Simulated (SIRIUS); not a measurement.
Input of a SIRIUS 7.10.0 run:

The input sirius.json:

```json
{
  "control": {
    "processing_unit": "cpu",
    "verbosity": 2,
    "num_bands_to_print": 15,
    "print_forces": true,
    "print_stress": true
  },
  "parameters": {
    "electronic_structure_method": "pseudopotential",
    "xc_functionals": ["XC_GGA_X_PBE", "XC_GGA_C_PBE"],
    "gk_cutoff": 9.1,
    "pw_cutoff": 18.2,
    "ngridk": [9, 6, 6],
    "shiftk": [0, 0, 0],
    "smearing": "fermi_dirac",
    "smearing_width": 0.0018374661,
    "num_bands": 15,
    "num_mag_dims": 0,
    "num_dft_iter": 100,
    "energy_tol": 1e-08,
    "density_tol": 1e-06
  },
  "iterative_solver": {
    "type": "davidson",
    "min_tolerance": 1e-09,
    "tolerance_scale": [0.1, 0.25]
  },
  "mixer": {
    "type": "anderson",
    "beta": 0.7,
    "max_history": 8
  },
  "settings": {
    "tol_ne": 1e-10,
    "pseudo_grid_cutoff": 6.5
  },
  "unit_cell": {
    "lattice_vectors": [
      [5.62209441129, 0.0, 0.0],
      [0.0, 7.952755378144, 0.0],
      [-2.652889468926, 0.0, 9.023395342086]
    ],
    "atom_coordinate_units": "lattice",
    "atom_types": ["Si", "C"],
    "atom_files": {
      "C": "C.json",
      "Si": "Si.json"
    },
    "atoms": {
      "Si": [
        [0.862441, 0.25, 0.213328],
        [0.137559, 0.75, 0.786672]
      ],
      "C": [
        [0.58701903, 0.25, 0.684062],
        [0.41298097, 0.75, 0.315938]
      ]
    }
  }
}
```

Potentials or basis: PseudoDojo 0.4.1 PBE standard (scalar relativistic).

Command:

```sh
$ upf_to_json C.upf
$ upf_to_json Si.upf
$ OMP_NUM_THREADS=1 sirius.scf --input=sirius.json --output=out.json --task=0
```

(1) Predict the band gap on the k mesh.

(2) What does it give for the largest force?

(3) What does it give for the pressure?

## Answers

(1) none (metal or under the smearing width).

(2) 0.815 eV/Å.

(3) -25.5 GPa.

Caveat: so large a pressure means that the cell lies far from this level's equilibrium, or that cutoff or potentials fall short.
